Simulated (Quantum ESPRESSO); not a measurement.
## MgB2: zone-centre phonons under several settings

```xyz
3
Lattice="3.0850 0.0000 0.0000 -1.5425 2.6717 0.0000 0.0000 0.0000 3.5230" Properties=species:S:1:pos:R:3 pbc="T T T"
Mg    0.0000    0.0000    0.0000
B     1.5425    0.8906    1.7615
B     0.0000    1.7811    1.7615
```

All runs used Quantum ESPRESSO 7.5; k mesh 10 × 10 × 8; relaxed cell; no spin polarisation.

```csv
level,potentials,cutoff (eV),occupations,volume (Å³/atom),pressure (GPa),lowest optical mode without the field (cm⁻¹),highest optical mode without the field (cm⁻¹)
PBEsol,GBRV 1.5 PBEsol,612,"gaussian, width 0.2 eV",?,0.0,?,?
LDA,JTH 2.0 LDA,490,"gaussian, width 0.136 eV",9.17,-0.1,353,718
```

Task: What stands in the row left open?

Result: Volume 9.47 Å³/atom; lowest optical mode without the field 342 cm⁻¹; highest optical mode without the field 697 cm⁻¹.

Caveats: the mesh is thin for the phonons of a metal; before the sum rule the acoustic modes lie tens of cm⁻¹ from zero, a sign that the density grid also shifts the optical modes (some runs); the cutoff is low for these files, which shifts pressure and relaxed volume (some runs).

For the row left open. Caveat: the mesh is thin for the phonons of a metal; before the sum rule the acoustic modes lie tens of cm⁻¹ from zero, a sign that the density grid also shifts the optical modes.
